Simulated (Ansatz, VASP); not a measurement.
# InAs: VASP beside Ansatz

Wanted: the spread between two codes on one cell, functional and k mesh. The cell is taken from a series of runs on this material, whose earlier steps may have relaxed, scaled, displaced or heated it; both programs get it as it stands.

Calculated with Ansatz 0.2.0; plane waves, with VASP 6.6.1 beside it; zone-centre phonons at PBEsol.

## 1. The structure

The structure is tetragonal, space group I-4m2 (No. 119). The conventional cell has a = 4.353 Å, b = 4.353 Å, c = 5.904 Å, α = 90.00°, β = 90.00°, γ = 90.00°. Nearest to As lie 4 In at 2.63 Å. Nearest to In lie 4 As at 2.63 Å. Farther neighbours are not listed.

Structure file:

```cif
data_structure
_symmetry_space_group_name_H-M 'I-4m2'
_symmetry_Int_Tables_number 119
_cell_length_a 4.3526
_cell_length_b 4.3526
_cell_length_c 5.9045
_cell_angle_alpha 90.000
_cell_angle_beta 90.000
_cell_angle_gamma 90.000
_cell_volume 111.86
loop_
_atom_site_label
_atom_site_type_symbol
_atom_site_symmetry_multiplicity
_atom_site_Wyckoff_symbol
_atom_site_fract_x
_atom_site_fract_y
_atom_site_fract_z
_atom_site_occupancy
As1 As 2 d 0.50000 0.00000 0.25000 1
In1 In 2 a 0.00000 0.00000 0.00000 1
```

## 2. VASP: zone-centre phonons, PBEsol

Second derivatives magnify differences that forces hide, and they need a tight electronic threshold.

Lines of VASP's logs that name or quote its potential files are left out, and so is its time.

INCAR reads:

```
SYSTEM = InAs
PREC = Accurate
ENCUT = 500
EDIFF = 1E-08
NELM = 120
ISMEAR = 1
SIGMA = 0.2
LREAL = .FALSE.
ALGO = Normal
GGA = PS
NBANDS = 15
LORBIT = 11
LWAVE = .FALSE.
LCHARG = .FALSE.
ISIF = 2
IBRION = 8
LASPH = .TRUE.
GGA_COMPAT = .FALSE.
EFERMI = MIDGAP
KPAR = 2
```

POSCAR reads:

```
InAs
1.0
    0.0000000000      3.0777859470      2.9522335204
    3.0777859470      0.0000000000      2.9522335204
    3.0777859470      3.0777859470      0.0000000000
As In
1 1
Direct
    0.7500000000      0.7500000000      0.7500000000
    0.0000000000      0.0000000000      0.0000000000
```

KPOINTS reads:

```
Automatic mesh
0
Gamma
12 12 12
0 0 0
```

Potentials, in the order of the species: As and In_d (PBE family, release 64).

Command:

```
$ mpirun -np 2 vasp_std
```

Numbers of over 12 decimals in the logs are rounded to 6 here.

What it wrote:

```text
[banner, memory and clock lines left out]
running    2 mpi-ranks, on    1 nodes
 distrk:  each k-point on    1 cores,    2 groups
 distr:  one band on    1 cores,    1 groups

 POSCAR found type information on POSCAR AsIn
 POSCAR found :  2 types and       2 ions
|                                                                             |
|               ----> ADVICE to this user running VASP <----                  |
|                                                                             |
|     You enforced a specific xc type in the INCAR file but a different       |
|     [... a line on the potential file left out ...]
|     I HOPE YOU KNOW WHAT YOU ARE DOING!                                     |
|                                                                             |

 LDA part: xc-table for (Slater+PW92), standard interpolation
 POSCAR, INCAR and KPOINTS ok, starting setup
 FFT: planning ... GRIDC
 FFT: planning ... GRID_SOFT
 FFT: planning ... GRID
 WAVECAR not read
 entering main loop
       N       E                     dE             d eps       ncg     rms          rms(c)
DAV:   1     0.112348673304E+03    0.11235E+03   -0.81710E+03  4911   0.125E+03
DAV:   2    -0.108402786108E+01   -0.11343E+03   -0.10929E+03  5359   0.300E+02
DAV:   3    -0.857710274152E+01   -0.74931E+01   -0.74459E+01  6227   0.786E+01
DAV:   4    -0.876861783121E+01   -0.19152E+00   -0.19145E+00  6156   0.140E+01
DAV:   5    -0.877687963683E+01   -0.82618E-02   -0.82617E-02  7240   0.244E+00    0.437E+00
DAV:   6    -0.851531032753E+01    0.26157E+00   -0.40124E-01  7767   0.119E+01    0.239E+00
DAV:   7    -0.848418632884E+01    0.31124E-01   -0.10960E-01  6872   0.341E+00    0.682E-01
DAV:   8    -0.848262148106E+01    0.15648E-02   -0.12665E-02  6435   0.136E+00    0.194E-01
DAV:   9    -0.848285408435E+01   -0.23260E-03   -0.87857E-04  6153   0.284E-01    0.110E-01
DAV:  10    -0.848292086781E+01   -0.66783E-04   -0.12525E-04  7615   0.164E-01    0.665E-02
DAV:  11    -0.848293928726E+01   -0.18419E-04   -0.55262E-05  5751   0.108E-01    0.507E-02
DAV:  12    -0.848293927442E+01    0.12842E-07   -0.59880E-06  5742   0.282E-02    0.792E-03
DAV:  13    -0.848293936249E+01   -0.88072E-07   -0.12045E-06  6423   0.613E-03    0.363E-03
DAV:  14    -0.848293930224E+01    0.60250E-07   -0.64096E-08  6052   0.253E-03    0.146E-03
DAV:  15    -0.848293935209E+01   -0.49848E-07   -0.27106E-09  4454   0.745E-04    0.477E-04
DAV:  16    -0.848293936505E+01   -0.12961E-07   -0.13898E-09  3481   0.349E-04    0.108E-04
DAV:  17    -0.848293936787E+01   -0.28272E-08   -0.91844E-10  3026   0.237E-04
   1 F= -.84829394E+01 E0= -.84830953E+01  d E =0.467684E-03
 Linear response reoptimize wavefunctions to high precision
DAV:   1    -0.848293936919E+01   -0.13169E-08   -0.16301E-10  3985   0.168E-04
DAV:   2    -0.848293936918E+01    0.15007E-10   -0.53425E-11  2949   0.702E-05
 Linear response DOF=           4
 Linear response progress:
  Degree of freedom:   1/  4
       N       E                     dE             d eps       ncg     rms          rms(c)
RMM:   1    -0.468725579529E-01   -0.46873E-01    0.64371E-02 29454   0.154E+00
RMM:   2    -0.443792850248E-01    0.24933E-02    0.15106E-03 22364   0.571E-01    0.108E-01
RMM:   3    -0.450908217912E-01   -0.71154E-03   -0.18453E-03 26447   0.240E-01    0.471E-02
RMM:   4    -0.453040283087E-01   -0.21321E-03   -0.14569E-04 26726   0.796E-02    0.114E-02
RMM:   5    -0.453447296930E-01   -0.40701E-04   -0.17699E-05 27705   0.318E-02    0.537E-03
RMM:   6    -0.453295825642E-01    0.15147E-04   -0.20414E-06 26763   0.879E-03    0.152E-03
RMM:   7    -0.453283504428E-01    0.12321E-05   -0.13993E-07 29086   0.257E-03    0.102E-03
RMM:   8    -0.453290838996E-01   -0.73346E-06   -0.23290E-08 26827   0.114E-03    0.492E-04
RMM:   9    -0.453296927142E-01   -0.60881E-06   -0.20173E-08 27823   0.407E-04    0.928E-05
RMM:  10    -0.453297264526E-01   -0.33738E-07    0.82287E-08 30058   0.159E-04    0.650E-05
RMM:  11    -0.453297297968E-01   -0.33442E-08   -0.93661E-09 28266   0.604E-05    0.107E-05
 first order change of Fermi-energy   0.17729E-03
 force on displaced ion       1 direction 1 :  -7.456  -0.000  -0.000
 Linear response progress:
  Degree of freedom:   2/  4
       N       E                     dE             d eps       ncg     rms          rms(c)
RMM:   1    -0.464290208864E-01   -0.46429E-01    0.64630E-02 17168   0.151E+00
RMM:   2    -0.443101483002E-01    0.21189E-02    0.12089E-03 13297   0.554E-01    0.102E-01
RMM:   3    -0.449474774602E-01   -0.63733E-03   -0.17569E-03 15423   0.227E-01    0.452E-02
RMM:   4    -0.451404449862E-01   -0.19297E-03   -0.13256E-04 15619   0.764E-02    0.110E-02
RMM:   5    -0.451824566768E-01   -0.42012E-04   -0.16026E-05 15991   0.305E-02    0.467E-03
RMM:   6    -0.451702943557E-01    0.12162E-04   -0.18584E-06 15630   0.826E-03    0.146E-03
RMM:   7    -0.451674649738E-01    0.28294E-05   -0.16185E-07 17009   0.246E-03    0.854E-04
RMM:   8    -0.451681464891E-01   -0.68152E-06   -0.49890E-08 15501   0.105E-03    0.385E-04
RMM:   9    -0.451687047702E-01   -0.55828E-06   -0.12299E-08 16434   0.344E-04    0.924E-05
RMM:  10    -0.451687804433E-01   -0.75673E-07    0.48058E-08 17523   0.134E-04    0.497E-05
RMM:  11    -0.451687739410E-01    0.65023E-08   -0.37540E-08 16518   0.511E-05    0.101E-05
 first order change of Fermi-energy   0.96934E-03
 force on displaced ion       1 direction 3 :   0.000   0.000  -7.285
 Linear response progress:
  Degree of freedom:   3/  4
       N       E                     dE             d eps       ncg     rms          rms(c)
RMM:   1    -0.233478745877E+00   -0.23348E+00   -0.97321E-02 19289   0.486E+00
RMM:   2    -0.235950014213E+00   -0.24713E-02   -0.13281E-02 24308   0.104E+00    0.782E-02
RMM:   3    -0.235886841538E+00    0.63173E-04   -0.15450E-03 26331   0.320E-01    0.390E-02
RMM:   4    -0.235682209246E+00    0.20463E-03   -0.14728E-04 27128   0.108E-01    0.212E-02
RMM:   5    -0.235627812186E+00    0.54397E-04   -0.25110E-05 28091   0.399E-02    0.738E-03
RMM:   6    -0.235624795909E+00    0.30163E-05   -0.30744E-06 28088   0.137E-02    0.189E-03
RMM:   7    -0.235635391147E+00   -0.10595E-04   -0.68675E-08 28830   0.406E-03    0.786E-04
RMM:   8    -0.235634342175E+00    0.10490E-05   -0.30911E-10 28408   0.173E-03    0.381E-04
RMM:   9    -0.235633939389E+00    0.40279E-06    0.12234E-07 29536   0.770E-04    0.748E-05
RMM:  10    -0.235633963324E+00   -0.23935E-07    0.85798E-08 30452   0.334E-04    0.332E-05
RMM:  11    -0.235634012857E+00   -0.49533E-07    0.18761E-07 30508   0.162E-04    0.183E-05
RMM:  12    -0.235634045022E+00   -0.32165E-07    0.85533E-08 29288   0.945E-05    0.642E-06
RMM:  13    -0.235634081147E+00   -0.36125E-07    0.26268E-08 28475   0.624E-05    0.864E-06
RMM:  14    -0.235634080517E+00    0.62936E-09    0.18706E-09 29605   0.419E-05    0.850E-06
 first order change of Fermi-energy  -0.33541E-04
 force on displaced ion       2 direction 1 :  -7.466  -0.000  -0.000
 Linear response progress:
  Degree of freedom:   4/  4
       N       E                     dE             d eps       ncg     rms          rms(c)
RMM:   1    -0.233200520310E+00   -0.23320E+00   -0.92054E-02 11362   0.489E+00
RMM:   2    -0.235732096606E+00   -0.25316E-02   -0.12652E-02 14200   0.102E+00    0.748E-02
RMM:   3    -0.235647193929E+00    0.84903E-04   -0.14765E-03 15458   0.312E-01    0.370E-02
RMM:   4    -0.235423485990E+00    0.22371E-03   -0.13507E-04 15816   0.103E-01    0.197E-02
RMM:   5    -0.235357387496E+00    0.66098E-04   -0.22738E-05 16378   0.383E-02    0.719E-03
RMM:   6    -0.235350941704E+00    0.64458E-05   -0.30021E-06 16390   0.127E-02    0.184E-03
RMM:   7    -0.235361637475E+00   -0.10696E-04   -0.36244E-07 16745   0.366E-03    0.759E-04
RMM:   8    -0.235360943941E+00    0.69353E-06   -0.89696E-08 16609   0.154E-03    0.426E-04
RMM:   9    -0.235360856207E+00    0.87734E-07   -0.35890E-08 17075   0.651E-04    0.816E-05
RMM:  10    -0.235360692562E+00    0.16364E-06    0.22513E-07 17576   0.268E-04    0.383E-05
RMM:  11    -0.235360681067E+00    0.11495E-07    0.10937E-07 17798   0.134E-04    0.132E-05
RMM:  12    -0.235360708508E+00   -0.27441E-07    0.66076E-08 16934   0.787E-05    0.361E-06
RMM:  13    -0.235360730148E+00   -0.21641E-07    0.35390E-08 17673   0.521E-05    0.408E-06
RMM:  14    -0.235360729915E+00    0.23320E-09    0.17177E-08 15827   0.377E-05    0.669E-07
 first order change of Fermi-energy  -0.39399E-04
 force on displaced ion       2 direction 3 :  -0.000  -0.000  -7.283
 Linear response finished
```

Parts of OUTCAR (step 2):

```text
ion  position               nearest neighbor table
   1  0.750  0.750  0.750-   2 2.63   2 2.63   2 2.63   2 2.63
   2  0.000  0.000  0.000-   1 2.63   1 2.63   1 2.63   1 2.63

  LATTYP: Found a body centered tetragonal cell.
 ALAT       =     4.3526466283
 C/A-ratio  =     1.3565234086

 Subroutine GETGRP returns: Found  8 space group operations
 (whereof  8 operations were pure point group operations)

The static configuration has the point symmetry D_2d.

 Found    163 irreducible k-points:

   k-points           NKPTS =    163   k-points in BZ     NKDIM =    163   number of bands    NBANDS=     15

   dimension x,y,z NGX =    32 NGY =   32 NGZ =   32
   dimension x,y,z NGXF=    64 NGYF=   64 NGZF=   64

   ENCUT  =  500.0 eV  36.75 Ry    6.06 a.u.   7.78  7.78  7.94*2*pi/ulx,y,z

   NELECT =      18.0000    total number of electrons

 k-points in reciprocal lattice and weights: Automatic mesh
   0.00000000  0.00000000  0.00000000       0.001
   0.08333333  0.00000000  0.00000000       0.005
   0.16666667  0.00000000  0.00000000       0.005
   0.25000000  0.00000000  0.00000000       0.005
   0.33333333  0.00000000  0.00000000       0.005
   0.41666667  0.00000000  0.00000000       0.005
   0.50000000  0.00000000  0.00000000       0.002
   0.08333333  0.08333333  0.00000000       0.001
   0.16666667  0.08333333  0.00000000       0.005
[...]
-0.33333333  0.16666667  0.50000000       0.002
  -0.25000000  0.25000000  0.50000000       0.001

 average (electrostatic) potential at core
       1 -49.6102       2 -96.5339

  Total        0.0292681      0.0292681      0.4814445      0.0000000      0.0000000     -0.0000000
  in kB        0.8383933      0.8383933     13.7911131      0.0000000      0.0000000     -0.0000000
  external PRESSURE =       5.1559666 kB  Pullay stress =       0.0000000 kB

  energy-cutoff  :      500.00
  volume of cell :       55.93
      direct lattice vectors                 reciprocal lattice vectors
     0.000000000  3.077785947  2.952233520    -0.162454442  0.162454442  0.169363296
     3.077785947  0.000000000  2.952233520     0.162454442 -0.162454442  0.169363296
     3.077785947  3.077785947  0.000000000     0.162454442  0.162454442 -0.169363296

 POSITION                                       TOTAL-FORCE (eV/Angst)
 -----------------------------------------------------------------------------------
      4.61668      4.61668      4.42835         0.000000      0.000000     -0.000000
      0.00000      0.00000      0.00000        -0.000000     -0.000000      0.000000
 -----------------------------------------------------------------------------------
    total drift:                                0.000000      0.000000     -0.000000

 Eigenvectors and eigenvalues of the dynamical matrix
 ----------------------------------------------------

   1 f  =    6.341375 THz    39.844036 2PiTHz  211.525508 cm-1    26.225809 meV
             X         Y         Z           dx          dy          dz
      4.616679  4.616679  4.428350     0.000000    0.777681    0.000000
      0.000000  0.000000  0.000000     0.000000   -0.628659    0.000000

   2 f  =    6.341375 THz    39.844036 2PiTHz  211.525508 cm-1    26.225809 meV
             X         Y         Z           dx          dy          dz
      4.616679  4.616679  4.428350    -0.777681   -0.000000    0.000000
      0.000000  0.000000  0.000000     0.628659   -0.000000    0.000000

   3 f  =    6.266289 THz    39.372257 2PiTHz  209.020914 cm-1    25.915279 meV
             X         Y         Z           dx          dy          dz
      4.616679  4.616679  4.428350     0.000000    0.000000    0.777952
      0.000000  0.000000  0.000000     0.000000    0.000000   -0.628323

   4 f/i=    0.000462 THz     0.002905 2PiTHz    0.015423 cm-1     0.001912 meV
             X         Y         Z           dx          dy          dz
      4.616679  4.616679  4.428350     0.000000    0.000000   -0.628323
      0.000000  0.000000  0.000000     0.000000    0.000000   -0.777952

   5 f/i=    0.002265 THz     0.014229 2PiTHz    0.075538 cm-1     0.009366 meV
             X         Y         Z           dx          dy          dz
      4.616679  4.616679  4.428350     0.340613    0.528389    0.000000
      0.000000  0.000000  0.000000     0.421355    0.653643    0.000000

   6 f/i=    0.002265 THz     0.014229 2PiTHz    0.075538 cm-1     0.009366 meV
             X         Y         Z           dx          dy          dz
      4.616679  4.616679  4.428350     0.528389   -0.340613    0.000000
      0.000000  0.000000  0.000000     0.653643   -0.421355    0.000000

 ELASTIC MODULI CONTR FROM IONIC RELAXATION (kBar)
 Direction    XX          YY          ZZ          XY          YZ          ZX
 --------------------------------------------------------------------------------
 XX           0.0000      0.0000      0.0000      0.0000      0.0000      0.0000
 YY           0.0000      0.0000      0.0000      0.0000      0.0000      0.0000
 ZZ           0.0000      0.0000      0.0000      0.0000      0.0000      0.0000
 XY           0.0000      0.0000      0.0000   -222.1477      0.0000      0.0000
 YZ           0.0000      0.0000      0.0000      0.0000   -229.9833      0.0000
 ZX           0.0000      0.0000      0.0000      0.0000      0.0000   -208.7293
 --------------------------------------------------------------------------------
```

The gap is under twice the smearing width, so the edge states are partly filled and the run can't tell a small gap from a semimetal. Methfessel-Paxton smearing is not meant for a cell with a gap.

[end of part 1 of 2]

[Lines on the potential files, build, host, timing and source positions are cut from VASP's logs without a mark.]

[Logs are printed without paths, hosts, clocks, repeated set-up lines and the standing remarks that a program may print on its own settings, such as how far it seeks lower states.]

[Hosts, paths, dates, database ids (printed as entryN), source tags and the programs' standing remarks are cut or masked in the printed files.]
